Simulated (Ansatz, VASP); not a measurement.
**One calculation of C, two programs**

```
CELL_PARAMETERS angstrom
2.46704 0.00000 0.00000
-1.23352 2.13652 0.00000
0.00000 0.00000 9.01991
ATOMIC_POSITIONS crystal
C 0.00000 0.00000 0.00250
C 0.00000 0.00000 0.50250
C 0.33333 0.66667 0.00250
C 0.66667 0.33333 0.50250
```

Alike in both runs: functional PBE; k mesh 18 × 18 × 6; occupations gaussian, width 0.1 eV; no spin polarisation.

Ansatz relaxed the structure, and its values are those at the end. VASP's run is a single point on that final structure, the one shown.

|  | VASP | Ansatz |
| --- | --- | --- |
| version | VASP 6.6.1 | Ansatz 0.2.0 |
| potentials or method | VASP PAW PBE potentials, release 64 (C) | scalar-relativistic, plane waves, PAW |
| plane-wave cutoff (eV) | 520 | 420 |
| valence electrons in the cell | 16 | 16 |

|  | VASP | Ansatz | Ansatz less VASP |
| --- | --- | --- | --- |
| gap on the k mesh at the Fermi level (eV) | none | none | - |
| pressure (GPa) | 0.2 | -0.1 | -0.33 |

A gap of «none» marks a metal or a gap that the smearing closes.

Caveats: this functional lacks dispersion, which binds the layers, so the pressure and a relaxed spacing across them are unreliable.
